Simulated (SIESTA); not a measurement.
Crystal: TePt.

```
Pt Te
1.0
     1.98157    1.14406    6.66103
    -1.98157    1.14406    6.66103
     0.00000   -2.28812    6.66103
Pt Te
2 2
Direct
  0.12967 0.12967 0.12967
  0.87033 0.87033 0.87033
  0.40200 0.40200 0.40200
  0.59800 0.59800 0.59800
```

- Program: SIESTA 5.4.2
- Task: single point
- Functional: PBEsol
- Potentials or basis: PseudoDojo 0.4 standard (PBEsol files)
- Basis: DZP (energy shift 0.003 Ry; two zetas on semicore shells)
- Grid cutoff: 800 Ry
- Energy shift: 0.003 Ry
- k mesh: 8 × 8 × 8
- Occupations: fermi-dirac, width 0.05 eV
- Spin: no spin polarisation

On this cell: pressure 2.8 GPa; largest force 0.734 eV/Å; band gap on the k mesh none (metal or under the smearing width).

The same run follows on a disturbed copy (atoms moved at random, drawn with an rms of 0.05 Å):

```xyz
4
Lattice="1.9816 1.1441 6.6610 -1.9816 1.1441 6.6610 0.0000 -2.2881 6.6610" Properties=species:S:1:pos:R:3 pbc="T T T"
Pt   -0.0211    0.0222    2.5663
Pt   -0.0538    0.0106   17.4149
Te    0.0135   -0.0003    8.0384
Te   -0.0035   -0.0112   11.9243
```

What does the disturbed cell give?

The energy (extrapolated to zero smearing) moves by +24.5 meV/atom; pressure 3.8 GPa; largest force 1.533 eV/Å; band gap on the k mesh none (metal or under the smearing width).

Forces in eV/Å, atoms in the order of the input:
```
Pt   0.154 -0.282  1.166
Pt   0.723 -0.190 -1.338
Te  -0.332  0.209 -0.851
Te  -0.545  0.262  1.024
```

Stress tensor (GPa, compression positive):
```
 4.74 -0.15  0.00
-0.15  4.42  0.26
 0.00  0.26  2.35
```

Caveats: short orbitals over semicore shells can move pressures by several GPa; the basis of atomic orbitals isn't converged, which shifts pressures, moduli and gaps.
